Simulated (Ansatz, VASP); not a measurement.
## Two plane-wave programs on Gd

The input INCAR:

```
SYSTEM = Gd
ALGO = Normal ; EDIFF = 1E-7
ENCUT = 520 ; GGA = PE
ISIF = 2 ; ISMEAR = 0
ISPIN = 2 ; LASPH = .TRUE.
LCHARG = .FALSE. ; LDAU = .TRUE.
LDAUJ = 0 ; LDAUL = 3
LDAUPRINT = 1 ; LDAUTYPE = 2
LDAUU = 6 ; LMAXMIX = 6
LORBIT = 11 ; LREAL = .FALSE.
LWAVE = .FALSE. ; MAGMOM = 8.32
NBANDS = 19 ; NELM = 150
PREC = Accurate ; SIGMA = 0.05
```

The input KPOINTS:

```
k-points
0
G
  8 8 8
  0 0 0
```

Contents of POSCAR:

```
Gd
1.0
   -2.0381777660      2.0381777660      2.0381777660
    2.0381777660     -2.0381777660      2.0381777660
    2.0381777660      2.0381777660     -2.0381777660
Gd
1
Direct
    0.0000000000      0.0000000000      0.0000000000
```

Input for Ansatz:

```yaml
crystal:
  lattice:
    - [-2.038177766, 2.038177766, 2.038177766]
    - [2.038177766, -2.038177766, 2.038177766]
    - [2.038177766, 2.038177766, -2.038177766]
  atoms:
    - { symbol: Gd, position: [0.0, 0.0, 0.0], spin: 8.31 }
basis:
  ecutwfc: 600
  ecutrho_ratio: 5
kpoints:
  mp_grid: { grid: [8, 8, 8] }
hamiltonian:
  xc: pbe
  hubbard:
    sites:
      - { species: Gd, l: f, u_eff: 6.0, starting_ns: start.occupation_matrices }
    ns_hold: { iters: 6 }
scf:
  occupations: { method: gaussian, width: 0.05 }
  lower_state_search: "off"
output:
  forces: true
  stress: true
  eigenvalues: true
  populations: true
  hubbard: { sites: [{ species: Gd, l: f }] }
magnetization:
  spin_polarized: true
```

Alike in both runs: task single point; functional PBE; k mesh 8 × 8 × 8; occupations gaussian, width 0.05 eV; collinear spin; Hubbard terms Gd f U = 6.0 eV.

```csv
,VASP,Ansatz
version,VASP 6.6.1,Ansatz 0.2.0
potentials or method,"VASP PAW PBE potentials, release 64 (Gd)","scalar-relativistic, plane waves, PAW"
plane-wave cutoff (eV),520,600
valence electrons in the cell,18,18
```

|  | VASP | Ansatz | Ansatz less VASP |
| --- | --- | --- | --- |
| gap on the k mesh at the Fermi level (eV) | none | none | - |
| pressure (GPa) | -0.1 | -0.2 | -0.17 |
| net moment per atom (μB) | 7.97 | 7.96 | 0.000 |
| size of the moment on the site where the two differ most (μB) | 7.17 | 7.57 | +0.394 |

Site moments also hang on the region over which each program counts them. The programs project onto different local orbitals, so the same U acts differently. A gap of «none» marks a metal or a gap that the smearing closes. Ansatz warned: «filled_band_counts_differ_across_k_points».

Caveats: spin-orbit coupling is left out, which moves the levels of the heavy elements. The state reached can hang on the start; a lower one may exist.
